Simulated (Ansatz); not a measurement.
The system is Ba.

```
Ba
1.0
     0.00000    3.23267    3.23267
     3.23267    0.00000    3.23267
     3.23267    3.23267    0.00000
Ba
1
Direct
  0.00000 0.00000 0.00000
```

This isn't the form of Ba at room conditions, which is bcc.

```yaml
Program: Ansatz 0.2.0
Task: relaxation of cell and atoms
Functional: PBEsol
Potentials_or_basis: all-electron LAPW, scalar-relativistic
Basis_error_allowed: 0.001 eV/atom
k_mesh: 7 × 7 × 7
Occupations: fermi-dirac, width 0.05 eV
Spin: no spin polarisation
```

At the start: volume 67.56 Å³/atom.

**Question.** Where does the relaxation end?

**Answer.** Over 5 steps the energy falls by 25.3 meV/atom and the volume is 59.62 Å³/atom (-11.8 %); space group Fm-3m (No. 225, to 0.05 Å).

The path:
```tsv
step	energy change (eV)	largest force (eV/Å)	volume (Å³)
1	0.0000	0.0000	67.56
2	-0.0102	0.0000	65.66
3	-0.0252	0.0000	59.13
4	-0.0253	0.0000	59.62
5	-0.0253	0.0000	59.62
```

Final structure:
```
Ba
1.0
     0.00000    3.10061    3.10061
     3.10061    0.00000    3.10061
     3.10061    3.10061    0.00000
Ba
1
Direct
  0.00000 0.00000 0.00000
```
